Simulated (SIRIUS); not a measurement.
# HfB2 (P6/mmm) in SIRIUS: equation of state, part 3 of 3

SIRIUS 7.12.0. The steps go on from the part before.

## (5) Equation of state, PBEsol, 10.10 Å³/atom (volume scaled by 1.02)

sirius.json

```json
{
  "control": {
    "processing_unit": "cpu",
    "std_evp_solver_name": "lapack",
    "gen_evp_solver_name": "lapack",
    "verbosity": 2,
    "print_forces": false,
    "ortho_rf": true,
    "use_second_variation": true,
    "rmt_max": 3.0,
    "num_bands_to_print": 24,
    "save_wf": true
  },
  "parameters": {
    "electronic_structure_method": "full_potential_lapwlo",
    "xc_functionals": ["XC_GGA_X_PBE_SOL", "XC_GGA_C_PBE_SOL"],
    "core_relativity": "dirac",
    "valence_relativity": "iora",
    "num_fv_states": 28,
    "smearing": "fermi_dirac",
    "smearing_width": 0.0018374661,
    "pw_cutoff": 20,
    "gk_cutoff": 3.94,
    "lmax_apw": 11,
    "lmax_rho": 8,
    "lmax_pot": 8,
    "num_mag_dims": 0,
    "auto_rmt": 0,
    "ngridk": [10, 10, 8],
    "shiftk": [0, 0, 0],
    "num_dft_iter": 80,
    "energy_tol": 1e-07,
    "density_tol": 1e-05,
    "use_symmetry": true
  },
  "settings": {"tol_ne": 1e-10},
  "iterative_solver": {"type": "exact"},
  "mixer": {"type": "anderson", "beta": 0.5, "max_history": 8},
  "unit_cell": {
    "lattice_vectors": [[5.9730374681, 0.0, 0.0], [-2.9865187341, 5.1728021852, 0.0], [0.0, 0.0, 6.6197994871]],
    "atom_types": ["B", "Hf"],
    "atom_files": {"B": "B.json", "Hf": "Hf.json"},
    "atoms": {"B": [[0.6666666667, 0.3333333333, 0.5], [0.3333333333, 0.6666666667, 0.5]], "Hf": [[0.0, 0.0, 0.0]]}
  }
}
```

B.json

```json
{
  "name": "boron",
  "symbol": "B",
  "number": 5,
  "mass": 10.811,
  "rmin": 1e-06,
  "rmt": 1.65,
  "nrmt": 800,
  "rinf": 17.81,
  "core": "",
  "valence": [
    {"basis": [{"enu": 0.25, "dme": 0, "n": 0, "auto": 0}, {"enu": 0.25, "dme": 1, "n": 0, "auto": 0}]},
    {"l": 0, "n": 1, "basis": [{"enu": 0.2959, "dme": 0, "n": 0, "auto": 0}]},
    {"l": 1, "n": 2, "basis": [{"enu": 0.35, "dme": 0, "n": 0, "auto": 0}]},
    {"l": 2, "n": 3, "basis": [{"enu": 0.35, "dme": 0, "n": 0, "auto": 0}]},
    {"l": 3, "n": 4, "basis": [{"enu": 0.35, "dme": 0, "n": 0, "auto": 0}]}
  ],
  "lo": [
    {
      "l": 0,
      "basis": [{"enu": 0.2959, "dme": 0, "n": 0, "auto": 0}, {"enu": 0.2959, "dme": 1, "n": 0, "auto": 0}]
    },
    {
      "l": 0,
      "basis": [{"enu": 0.2959, "dme": 1, "n": 0, "auto": 0}, {"enu": 0.2959, "dme": 2, "n": 0, "auto": 0}]
    },
    {
      "l": 0,
      "basis": [{"enu": -6.0764, "dme": 0, "n": 1, "auto": 1}, {"enu": -6.0764, "dme": 1, "n": 1, "auto": 1}]
    },
    {
      "l": 0,
      "basis": [{"enu": 0.2959, "dme": 0, "n": 0, "auto": 0}, {"enu": 4.7036, "dme": 0, "n": 0, "auto": 0}]
    },
    {"l": 1, "basis": [{"enu": 0.35, "dme": 0, "n": 0, "auto": 0}, {"enu": 0.35, "dme": 1, "n": 0, "auto": 0}]},
    {"l": 1, "basis": [{"enu": 0.35, "dme": 1, "n": 0, "auto": 0}, {"enu": 0.35, "dme": 2, "n": 0, "auto": 0}]},
    {"l": 1, "basis": [{"enu": 0.35, "dme": 0, "n": 0, "auto": 0}, {"enu": 5.4189, "dme": 0, "n": 0, "auto": 0}]},
    {"l": 2, "basis": [{"enu": 0.35, "dme": 0, "n": 0, "auto": 0}, {"enu": 0.35, "dme": 1, "n": 0, "auto": 0}]},
    {"l": 2, "basis": [{"enu": 0.35, "dme": 1, "n": 0, "auto": 0}, {"enu": 0.35, "dme": 2, "n": 0, "auto": 0}]},
    {"l": 2, "basis": [{"enu": 0.35, "dme": 0, "n": 0, "auto": 0}, {"enu": 6.08, "dme": 0, "n": 0, "auto": 0}]},
    {"l": 3, "basis": [{"enu": 0.35, "dme": 0, "n": 0, "auto": 0}, {"enu": 0.35, "dme": 1, "n": 0, "auto": 0}]}
  ],
  "free_atom": [... radial grid and density of the free atom, the start of the SCF ...]
}
```

Hf.json

```json
{
  "name": "hafnium",
  "symbol": "Hf",
  "number": 72,
  "mass": 178.49,
  "rmin": 1e-06,
  "rmt": 2.5,
  "nrmt": 800,
  "rinf": 17.22,
  "core": "1s2s2p3s3p3d4s4p4d",
  "valence": [
    {"basis": [{"enu": 0.25, "dme": 0, "n": 0, "auto": 0}, {"enu": 0.25, "dme": 1, "n": 0, "auto": 0}]},
    {"l": 0, "n": 1, "basis": [{"enu": 0.35, "dme": 0, "n": 0, "auto": 0}]},
    {"l": 1, "n": 2, "basis": [{"enu": 0.35, "dme": 0, "n": 0, "auto": 0}]},
    {"l": 2, "n": 3, "basis": [{"enu": 0.35, "dme": 0, "n": 0, "auto": 0}]},
    {"l": 3, "n": 4, "basis": [{"enu": 0.35, "dme": 0, "n": 0, "auto": 0}]},
    {"l": 4, "n": 5, "basis": [{"enu": 0.35, "dme": 0, "n": 0, "auto": 0}]}
  ],
  "lo": [
    {"l": 0, "basis": [{"enu": 0.35, "dme": 0, "n": 0, "auto": 0}, {"enu": 0.35, "dme": 1, "n": 0, "auto": 0}]},
    {
      "l": 0,
      "basis": [{"enu": -2.0007, "dme": 0, "n": 5, "auto": 1}, {"enu": -2.0007, "dme": 1, "n": 5, "auto": 1}]
    },
    {
      "l": 0,
      "basis": [{"enu": -2.0007, "dme": 1, "n": 5, "auto": 1}, {"enu": 0.35, "dme": 0, "n": 0, "auto": 0}]
    },
    {"l": 0, "basis": [{"enu": 0.35, "dme": 0, "n": 0, "auto": 0}, {"enu": 2.91, "dme": 0, "n": 0, "auto": 0}]},
    {"l": 1, "basis": [{"enu": 0.35, "dme": 0, "n": 0, "auto": 0}, {"enu": 0.35, "dme": 1, "n": 0, "auto": 0}]},
    {
      "l": 1,
      "basis": [{"enu": -0.853, "dme": 0, "n": 5, "auto": 1}, {"enu": -0.853, "dme": 1, "n": 5, "auto": 1}]
    },
    {"l": 1, "basis": [{"enu": -0.853, "dme": 1, "n": 5, "auto": 1}, {"enu": 0.35, "dme": 0, "n": 0, "auto": 0}]},
    {"l": 1, "basis": [{"enu": 0.35, "dme": 0, "n": 0, "auto": 0}, {"enu": 3.294, "dme": 0, "n": 0, "auto": 0}]},
    {"l": 2, "basis": [{"enu": 0.35, "dme": 0, "n": 0, "auto": 0}, {"enu": 0.35, "dme": 1, "n": 0, "auto": 0}]},
    {"l": 2, "basis": [{"enu": 0.35, "dme": 1, "n": 0, "auto": 0}, {"enu": 0.35, "dme": 2, "n": 0, "auto": 0}]},
    {"l": 2, "basis": [{"enu": 0.35, "dme": 0, "n": 0, "auto": 0}, {"enu": 2.846, "dme": 0, "n": 0, "auto": 0}]},
    {"l": 3, "basis": [{"enu": 0.35, "dme": 0, "n": 0, "auto": 0}, {"enu": 0.35, "dme": 1, "n": 0, "auto": 0}]},
    {
      "l": 3,
      "basis": [{"enu": -0.1773, "dme": 0, "n": 4, "auto": 1}, {"enu": -0.1773, "dme": 1, "n": 4, "auto": 1}]
    },
    {
      "l": 3,
      "basis": [{"enu": -0.1773, "dme": 1, "n": 4, "auto": 1}, {"enu": 0.35, "dme": 0, "n": 0, "auto": 0}]
    },
    {"l": 3, "basis": [{"enu": 0.35, "dme": 0, "n": 0, "auto": 0}, {"enu": 4.062, "dme": 0, "n": 0, "auto": 0}]},
    {"l": 4, "basis": [{"enu": 0.35, "dme": 0, "n": 0, "auto": 0}, {"enu": 0.35, "dme": 1, "n": 0, "auto": 0}]},
    {"l": 4, "basis": [{"enu": 0.35, "dme": 0, "n": 0, "auto": 0}, {"enu": 3.422, "dme": 0, "n": 0, "auto": 0}]}
  ],
  "free_atom": [... radial grid and density of the free atom, the start of the SCF ...]
}
```

sirius_start.json

```json
{
  "control": {
    "processing_unit": "cpu",
    "std_evp_solver_name": "lapack",
    "gen_evp_solver_name": "lapack",
    "verbosity": 1,
    "print_forces": false,
    "ortho_rf": true,
    "use_second_variation": true,
    "rmt_max": 3.0,
    "num_bands_to_print": 24,
    "save_wf": false
  },
  "parameters": {
    "electronic_structure_method": "full_potential_lapwlo",
    "xc_functionals": ["XC_LDA_X", "XC_LDA_C_PW"],
    "core_relativity": "dirac",
    "valence_relativity": "iora",
    "num_fv_states": 28,
    "smearing": "fermi_dirac",
    "smearing_width": 0.0055123983,
    "pw_cutoff": 20,
    "gk_cutoff": 3.15,
    "lmax_apw": 11,
    "lmax_rho": 8,
    "lmax_pot": 8,
    "num_mag_dims": 0,
    "auto_rmt": 0,
    "ngridk": [4, 4, 3],
    "shiftk": [0, 0, 0],
    "num_dft_iter": 30,
    "energy_tol": 0.01,
    "density_tol": 0.05,
    "use_symmetry": true
  },
  "settings": {"tol_ne": 1e-10},
  "iterative_solver": {"type": "exact"},
  "mixer": {"type": "anderson", "beta": 0.5, "max_history": 8},
  "unit_cell": {
    "lattice_vectors": [[5.9730374681, 0.0, 0.0], [-2.9865187341, 5.1728021852, 0.0], [0.0, 0.0, 6.6197994871]],
    "atom_types": ["B", "Hf"],
    "atom_files": {"B": "B.json", "Hf": "Hf.json"},
    "atoms": {"B": [[0.6666666667, 0.3333333333, 0.5], [0.3333333333, 0.6666666667, 0.5]], "Hf": [[0.0, 0.0, 0.0]]}
  }
}
```

Run with:

```sh
> OMP_NUM_THREADS=1 sirius.scf --input=sirius_start.json --output=start.json
> OMP_NUM_THREADS=1 sirius.scf --input=sirius.json --output=output.json --task=1
```

It took 1.8 min on 1 thread of Arm Neoverse V2, shared host; peak memory 0.63 GiB.

It converged, with:

* Free energy: -412058.3491 eV
* Band gap on the k mesh: none (metal or under the smearing width)
* All electrons inside the program's atomic spheres: Hf 69.90; B 3.67 (radii B 1.65, Hf 2.5 bohr)

## (6) Equation of state, PBEsol, 10.30 Å³/atom (volume scaled by 1.04)

Edit sirius.json of step 5 so:

```diff
@@ -39,3 +39,3 @@
   "unit_cell": {
-    "lattice_vectors": [[5.9730374681, 0.0, 0.0], [-2.9865187341, 5.1728021852, 0.0], [0.0, 0.0, 6.6197994871]],
+    "lattice_vectors": [[6.0118245126, 0.0, 0.0], [-3.0059122563, 5.2063927509, 0.0], [0.0, 0.0, 6.6627864025]],
     "atom_types": ["B", "Hf"],
```

B.json

```json
{
  "name": "boron",
  "symbol": "B",
  "number": 5,
  "mass": 10.811,
  "rmin": 1e-06,
  "rmt": 1.65,
  "nrmt": 800,
  "rinf": 17.81,
  "core": "",
  "valence": [
    {"basis": [{"enu": 0.24, "dme": 0, "n": 0, "auto": 0}, {"enu": 0.24, "dme": 1, "n": 0, "auto": 0}]},
    {"l": 0, "n": 1, "basis": [{"enu": 0.2859, "dme": 0, "n": 0, "auto": 0}]},
    {"l": 1, "n": 2, "basis": [{"enu": 0.34, "dme": 0, "n": 0, "auto": 0}]},
    {"l": 2, "n": 3, "basis": [{"enu": 0.34, "dme": 0, "n": 0, "auto": 0}]},
    {"l": 3, "n": 4, "basis": [{"enu": 0.34, "dme": 0, "n": 0, "auto": 0}]}
  ],
  "lo": [
    {
      "l": 0,
      "basis": [{"enu": 0.2859, "dme": 0, "n": 0, "auto": 0}, {"enu": 0.2859, "dme": 1, "n": 0, "auto": 0}]
    },
    {
      "l": 0,
      "basis": [{"enu": 0.2859, "dme": 1, "n": 0, "auto": 0}, {"enu": 0.2859, "dme": 2, "n": 0, "auto": 0}]
    },
    {
      "l": 0,
      "basis": [{"enu": -6.0864, "dme": 0, "n": 1, "auto": 1}, {"enu": -6.0864, "dme": 1, "n": 1, "auto": 1}]
    },
    {
      "l": 0,
      "basis": [{"enu": 0.2859, "dme": 0, "n": 0, "auto": 0}, {"enu": 4.6936, "dme": 0, "n": 0, "auto": 0}]
    },
    {"l": 1, "basis": [{"enu": 0.34, "dme": 0, "n": 0, "auto": 0}, {"enu": 0.34, "dme": 1, "n": 0, "auto": 0}]},
    {"l": 1, "basis": [{"enu": 0.34, "dme": 1, "n": 0, "auto": 0}, {"enu": 0.34, "dme": 2, "n": 0, "auto": 0}]},
    {"l": 1, "basis": [{"enu": 0.34, "dme": 0, "n": 0, "auto": 0}, {"enu": 5.4089, "dme": 0, "n": 0, "auto": 0}]},
    {"l": 2, "basis": [{"enu": 0.34, "dme": 0, "n": 0, "auto": 0}, {"enu": 0.34, "dme": 1, "n": 0, "auto": 0}]},
    {"l": 2, "basis": [{"enu": 0.34, "dme": 1, "n": 0, "auto": 0}, {"enu": 0.34, "dme": 2, "n": 0, "auto": 0}]},
    {"l": 2, "basis": [{"enu": 0.34, "dme": 0, "n": 0, "auto": 0}, {"enu": 6.07, "dme": 0, "n": 0, "auto": 0}]},
    {"l": 3, "basis": [{"enu": 0.34, "dme": 0, "n": 0, "auto": 0}, {"enu": 0.34, "dme": 1, "n": 0, "auto": 0}]}
  ],
  "free_atom": [... radial grid and density of the free atom, the start of the SCF ...]
}
```

Hf.json

```json
{
  "name": "hafnium",
  "symbol": "Hf",
  "number": 72,
  "mass": 178.49,
  "rmin": 1e-06,
  "rmt": 2.5,
  "nrmt": 800,
  "rinf": 17.22,
  "core": "1s2s2p3s3p3d4s4p4d",
  "valence": [
    {"basis": [{"enu": 0.24, "dme": 0, "n": 0, "auto": 0}, {"enu": 0.24, "dme": 1, "n": 0, "auto": 0}]},
    {"l": 0, "n": 1, "basis": [{"enu": 0.34, "dme": 0, "n": 0, "auto": 0}]},
    {"l": 1, "n": 2, "basis": [{"enu": 0.34, "dme": 0, "n": 0, "auto": 0}]},
    {"l": 2, "n": 3, "basis": [{"enu": 0.34, "dme": 0, "n": 0, "auto": 0}]},
    {"l": 3, "n": 4, "basis": [{"enu": 0.34, "dme": 0, "n": 0, "auto": 0}]},
    {"l": 4, "n": 5, "basis": [{"enu": 0.34, "dme": 0, "n": 0, "auto": 0}]}
  ],
  "lo": [
    {"l": 0, "basis": [{"enu": 0.34, "dme": 0, "n": 0, "auto": 0}, {"enu": 0.34, "dme": 1, "n": 0, "auto": 0}]},
    {
      "l": 0,
      "basis": [{"enu": -2.0107, "dme": 0, "n": 5, "auto": 1}, {"enu": -2.0107, "dme": 1, "n": 5, "auto": 1}]
    },
    {
      "l": 0,
      "basis": [{"enu": -2.0107, "dme": 1, "n": 5, "auto": 1}, {"enu": 0.34, "dme": 0, "n": 0, "auto": 0}]
    },
    {"l": 0, "basis": [{"enu": 0.34, "dme": 0, "n": 0, "auto": 0}, {"enu": 2.9, "dme": 0, "n": 0, "auto": 0}]},
    {"l": 1, "basis": [{"enu": 0.34, "dme": 0, "n": 0, "auto": 0}, {"enu": 0.34, "dme": 1, "n": 0, "auto": 0}]},
    {
      "l": 1,
      "basis": [{"enu": -0.863, "dme": 0, "n": 5, "auto": 1}, {"enu": -0.863, "dme": 1, "n": 5, "auto": 1}]
    },
    {"l": 1, "basis": [{"enu": -0.863, "dme": 1, "n": 5, "auto": 1}, {"enu": 0.34, "dme": 0, "n": 0, "auto": 0}]},
    {"l": 1, "basis": [{"enu": 0.34, "dme": 0, "n": 0, "auto": 0}, {"enu": 3.284, "dme": 0, "n": 0, "auto": 0}]},
    {"l": 2, "basis": [{"enu": 0.34, "dme": 0, "n": 0, "auto": 0}, {"enu": 0.34, "dme": 1, "n": 0, "auto": 0}]},
    {"l": 2, "basis": [{"enu": 0.34, "dme": 1, "n": 0, "auto": 0}, {"enu": 0.34, "dme": 2, "n": 0, "auto": 0}]},
    {"l": 2, "basis": [{"enu": 0.34, "dme": 0, "n": 0, "auto": 0}, {"enu": 2.836, "dme": 0, "n": 0, "auto": 0}]},
    {"l": 3, "basis": [{"enu": 0.34, "dme": 0, "n": 0, "auto": 0}, {"enu": 0.34, "dme": 1, "n": 0, "auto": 0}]},
    {
      "l": 3,
      "basis": [{"enu": -0.1873, "dme": 0, "n": 4, "auto": 1}, {"enu": -0.1873, "dme": 1, "n": 4, "auto": 1}]
    },
    {
      "l": 3,
      "basis": [{"enu": -0.1873, "dme": 1, "n": 4, "auto": 1}, {"enu": 0.34, "dme": 0, "n": 0, "auto": 0}]
    },
    {"l": 3, "basis": [{"enu": 0.34, "dme": 0, "n": 0, "auto": 0}, {"enu": 4.052, "dme": 0, "n": 0, "auto": 0}]},
    {"l": 4, "basis": [{"enu": 0.34, "dme": 0, "n": 0, "auto": 0}, {"enu": 0.34, "dme": 1, "n": 0, "auto": 0}]},
    {"l": 4, "basis": [{"enu": 0.34, "dme": 0, "n": 0, "auto": 0}, {"enu": 3.412, "dme": 0, "n": 0, "auto": 0}]}
  ],
  "free_atom": [... radial grid and density of the free atom, the start of the SCF ...]
}
```

Edit sirius_start.json of step 5 so:

```diff
@@ -39,3 +39,3 @@
   "unit_cell": {
-    "lattice_vectors": [[5.9730374681, 0.0, 0.0], [-2.9865187341, 5.1728021852, 0.0], [0.0, 0.0, 6.6197994871]],
+    "lattice_vectors": [[6.0118245126, 0.0, 0.0], [-3.0059122563, 5.2063927509, 0.0], [0.0, 0.0, 6.6627864025]],
     "atom_types": ["B", "Hf"],
```

Potentials or basis: all-electron FP-LAPW, apw+lo standard.

Run with:

```sh
> OMP_NUM_THREADS=1 sirius.scf --input=sirius_start.json --output=start.json
> OMP_NUM_THREADS=1 sirius.scf --input=sirius.json --output=output.json --task=1
```

Wall time 99 s (1 thread of Arm Neoverse V2, shared host); peak memory 0.64 GiB.

The run converged. Its results:

| Property | Result |
| --- | --- |
| Free energy | -412058.3082 eV |
| Band gap on the k mesh | none (metal or under the smearing width) |
| All electrons inside the program's atomic spheres | Hf 69.87; B 3.65 (radii B 1.65, Hf 2.5 bohr) |

## (7) Equation of state, PBEsol, 10.50 Å³/atom (volume scaled by 1.06)

Edit sirius.json of step 6 so:

```diff
@@ -39,3 +39,3 @@
   "unit_cell": {
-    "lattice_vectors": [[6.0118245126, 0.0, 0.0], [-3.0059122563, 5.2063927509, 0.0], [0.0, 0.0, 6.6627864025]],
+    "lattice_vectors": [[6.0501174208, 0.0, 0.0], [-3.0250587104, 5.2395553823, 0.0], [0.0, 0.0, 6.7052256766]],
     "atom_types": ["B", "Hf"],
```

B.json is that of step 6.

Hf.json is that of step 6.

Edit sirius_start.json of step 6 so:

```diff
@@ -39,3 +39,3 @@
   "unit_cell": {
-    "lattice_vectors": [[6.0118245126, 0.0, 0.0], [-3.0059122563, 5.2063927509, 0.0], [0.0, 0.0, 6.6627864025]],
+    "lattice_vectors": [[6.0501174208, 0.0, 0.0], [-3.0250587104, 5.2395553823, 0.0], [0.0, 0.0, 6.7052256766]],
     "atom_types": ["B", "Hf"],
```

Run with:

```sh
> OMP_NUM_THREADS=1 sirius.scf --input=sirius_start.json --output=start.json
> OMP_NUM_THREADS=1 sirius.scf --input=sirius.json --output=output.json --task=1
```

It took 1.8 min on 1 thread of Arm Neoverse V2, shared host; peak memory 0.64 GiB.

It converged, with:

```
Free energy                                       : -412058.2519 eV
Band gap on the k mesh                            : none (metal or under the smearing width)
All electrons inside the program's atomic spheres : Hf 69.83; B 3.63 (radii B 1.65, Hf 2.5 bohr)
```

## (8) Equation of state, PBEsol

Potentials or basis: all-electron FP-LAPW, apw+lo standard.

No new run: the results of the series are fitted here.

Results:

| Quantity | Value |
| --- | --- |
| Equilibrium volume | 9.74 Å³/atom |
| Bulk modulus at fixed shape and positions | 261 GPa |
| Pressure derivative of the bulk modulus | 3.8 (rough: it moves with the points fitted) |

Energy against volume, from the lowest point:
| volume (Å³/atom) | energy (meV/atom) |
| --- | --- |
| 9.311 | 16.50 |
| 9.509 | 4.52 |
| 9.707 | 0.00 |
| 9.905 | 2.11 |
| 10.103 | 10.31 |
| 10.301 | 23.95 |
| 10.499 | 42.72 |

Caveat: the cell was scaled at fixed shape and fractional positions, which overstates the stiffness of a crystal with free parameters, most of all of layers and chains. Spin-orbit coupling is left out, which matters for the levels of Hf.
